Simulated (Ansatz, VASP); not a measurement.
Two plane-wave programs on RbBr

```xyz
2
Lattice="3.9615 0.0000 0.0000 0.0000 3.9615 0.0000 0.0000 0.0000 4.0702" Properties=species:S:1:pos:R:3 pbc="T T T"
Rb   -0.2359    0.0000    0.0000
Br    2.2330    1.9807    2.0351
```

Change from the starting cell: mode 4 frozen in at -0.259 Å, equal normal strain along x and y -0.0267.

Alike in both runs: task single point; functional PBEsol; k mesh 6 × 6 × 6; occupations gaussian, width 0.05 eV; no spin polarisation.

```csv
,VASP,Ansatz
version,VASP 6.6.1,Ansatz 0.2.0
potentials or method,"VASP PAW PBE potentials, release 64 (Rb_sv, Br)","scalar-relativistic, plane waves, PAW"
plane-wave cutoff (eV),520,420
valence electrons in the cell,16,16
```

VASP gave:

* gap on the k mesh at the Fermi level (eV): 4.22
* least direct gap on the mesh (eV): 4.35
* pressure (GPa): 2.8
* largest component of the traceless stress (GPa): 0.65
* rms of the force components (eV/Å): 0.341

Q: What did Ansatz give for the same quantities?

A: gap on the k mesh at the Fermi level (eV): 4.22; least direct gap on the mesh (eV): 4.35; pressure (GPa): 2.7; largest component of the traceless stress (GPa): 0.64; rms of the force components (eV/Å): 0.336.

Atom by atom the forces differ by 0.005 eV/Å (rms over components).

Caveats: the PAW data sets were made with another functional, which shifts forces and pressure a little (VASP). A k mesh can miss the band edges.
